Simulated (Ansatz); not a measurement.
Ge: what a change does to the field gradients

Base: a structure deposited in the COD, whose atoms a relaxation with PBE at fixed cell left in place.

```yaml
crystal:
  lattice:
    - [0.00000, 2.82868, 2.82868]
    - [2.82868, 0.00000, 2.82868]
    - [2.82868, 2.82868, 0.00000]
  atoms:
    - { symbol: Ge, position: [0.00000, 0.00000, 0.00000] }
    - { symbol: Ge, position: [0.25000, 0.25000, 0.25000] }
```

Sites (sets of like atoms) are named by element and the number of their first atom in this list.

The numbers come from a DFT calculation in Ansatz (PBE, plane waves and PAW, scalar-relativistic, 420 eV cutoff, Γ-centred 14×14×14 k-points, Fermi–Dirac smearing 0.05 eV).

Problem. Variant: z stretched by 3 %, ions relaxed. What happens to the gradients (10²¹ V/m²)?

Solution. 

```csv
site,atoms,V_zz base,η base,V_zz variant,η variant
Ge,"1, 2",0.00,–,-0.13,0.00
```

The largest change of V_zz is on Ge, from 0.00 to -0.13.

For the variant: With no gap above 0.1 eV, as in a metal, the gradients converge slowly in k; expect changes of a tenth or more on a denser mesh. Semilocal functionals make gaps too small and can close them, so the real compound need not be a metal.
